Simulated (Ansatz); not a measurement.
# CdS: the cost of one run

Program: Ansatz 0.2.0. Level of theory: DFT PBE, scalar-relativistic. These are calculated values, not measurements.

**1. The starting structure**

It takes space group P6_3mc (No. 186, hexagonal). Conventional cell: a = 4.135 Å, b = 4.135 Å, c = 6.749 Å, α = 90.00°, β = 90.00°, γ = 120.00°. Cd (site symmetry 3m) has 4 S at 2.51 to 2.60 Å as nearest neighbours. S (site symmetry 3m) is surrounded by 4 Cd at 2.51 to 2.60 Å.

Structure file:

```
Cd S
1.0
     4.13480    0.00000    0.00000
    -2.06740    3.58084    0.00000
     0.00000    0.00000    6.74900
Cd S
2 2
Direct
  0.33333 0.66667 0.00000
  0.66667 0.33333 0.50000
  0.33333 0.66667 0.38500
  0.66667 0.33333 0.88500
```

Atoms are numbered in the order of the input: Cd1, Cd2, S3, S4.

**2. After the deformation**

Space group P6_3mc before, P1 after.

**3. Full-potential LAPW**

The input, input.yaml:

```yaml
crystal:
  lattice:
    - [4.1347992034, -0.020673996, -0.020673996]
    - [-2.0853038074, 3.5911781477, -0.0075672077]
    - [-0.033745, -0.033745, 6.749]
  atoms:
    - { symbol: Cd, position: [0.3333333333, 0.6666666667, 0.0] }
    - { symbol: Cd, position: [0.6666666667, 0.3333333333, 0.5] }
    - { symbol: S, position: [0.3333333333, 0.6666666667, 0.385] }
    - { symbol: S, position: [0.6666666667, 0.3333333333, 0.885] }
kpoints:
  mp_grid: { grid: [7, 7, 4] }
  band_path:
    path:
      - [0.0, 0.0, 0.0]
      - [0.0, 0.0, 0.5]
      - [-0.5, 0.5, 0.0]
      - [0.0, 0.0, 0.0]
      - [0.0, -0.5, 0.0]
      - [-0.5, 0.0, 0.5]
      - [0.0, 0.0, 0.0]
      - [-0.5, 0.0, 0.0]
      - [0.0, -0.5, 0.5]
    npoints: 5
scf:
  occupations: { method: fermi_dirac, width: 0.01 }
hamiltonian:
  xc: pbe
  pseudopotentials: { kind: all_electron, lapw: { basis_error: 0.001 } }
output:
  forces: true
  stress: true
  eigenvalues: true
```

Launch:

```bash
> ansatz run input.yaml --threads 1 --pin off --max-ram 4096MiB --backend cpu --events-out ev --progress --plain --runs-dir out
```

Q: Estimate wall time and peak memory on 1 thread of Arm Neoverse V2, shared host.

About 2.5 min, with a peak of 0.7 GiB.
